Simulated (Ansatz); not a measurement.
MoS2 (started from an entry of an open crystallographic database) was relaxed with 3 functionals in Ansatz, cell and atoms free, the symmetry of the start kept (meshes: PBE-D3(BJ) 12×12×2, r2SCAN+rVV10 12×12×2, PBE-D4 12×12×2). Calculated for a static, non-magnetic cell.

The PBE-D3(BJ) result:
```cif
data_structure
_symmetry_space_group_name_H-M 'P6_3/mmc'
_symmetry_Int_Tables_number 194
_cell_length_a 3.1492
_cell_length_b 3.1492
_cell_length_c 12.0914
_cell_angle_alpha 90.000
_cell_angle_beta 90.000
_cell_angle_gamma 120.000
_cell_volume 103.85
loop_
_atom_site_label
_atom_site_type_symbol
_atom_site_symmetry_multiplicity
_atom_site_Wyckoff_symbol
_atom_site_fract_x
_atom_site_fract_y
_atom_site_fract_z
_atom_site_occupancy
Mo1 Mo 2 c 0.33333 0.66667 0.25000 1
S1 S 4 f 0.33333 0.66667 0.62051 1
```

Space group P6_3/mmc (No. 194), hexagonal; conventional cell a = 3.149 Å, c = 12.091 Å, 17.31 Å³ an atom. Mo is surrounded by 6 S at 2.40 Å; S is surrounded by 3 Mo at 2.40 Å.

Question: Order the functionals by the relaxed volume, smallest first.
A. PBE-D4
B. r2SCAN+rVV10
C. PBE-D3(BJ)

Answer: C (17.31 Å³/atom), A (17.46 Å³/atom), B (18.07 Å³/atom).

Question: What lattice does r2SCAN+rVV10 give?

Answer: a = 3.173 Å, c = 12.436 Å; the volume differs by +4.4 % from PBE-D3(BJ)'s. Mo is surrounded by 6 S at 2.40 Å; S is surrounded by 3 Mo at 2.40 Å.

Question: How does the cell change with PBE-D4?

Answer: a = 3.154 Å, c = 12.163 Å; the volume differs by +0.9 % from PBE-D3(BJ)'s. Mo is surrounded by 6 S at 2.40 Å; S is surrounded by 3 Mo at 2.40 Å.

Question: How do the relaxed cells compare with measured ones?

Answer:
Calculation and measurement side by side:
- Lattice constant c, measured 12.29 Å: PBE-D3(BJ) 12.091 (-1.6 %), r2SCAN+rVV10 12.436 (+1.2 %), PBE-D4 12.163 (-1.0 %). Source: 12.29 Å (c of procured standard; powder XRD; powder; commercial powder used as the strain reference, crystallite size 33 nm; “Strain-driven Charge Localisation and Spin Dynamics of Paramagnetic Defects in S-deficit 2H-MoS2 Nanocrystals”, 2023, arxiv:2312.12805).
The calculated lattice is static; the measured one holds thermal expansion and zero-point motion. Reports marked as nanostructured, strained, doped, implanted or mixed samples, and transport gaps, were set aside.

The runs are scalar-relativistic, without spin-orbit coupling.
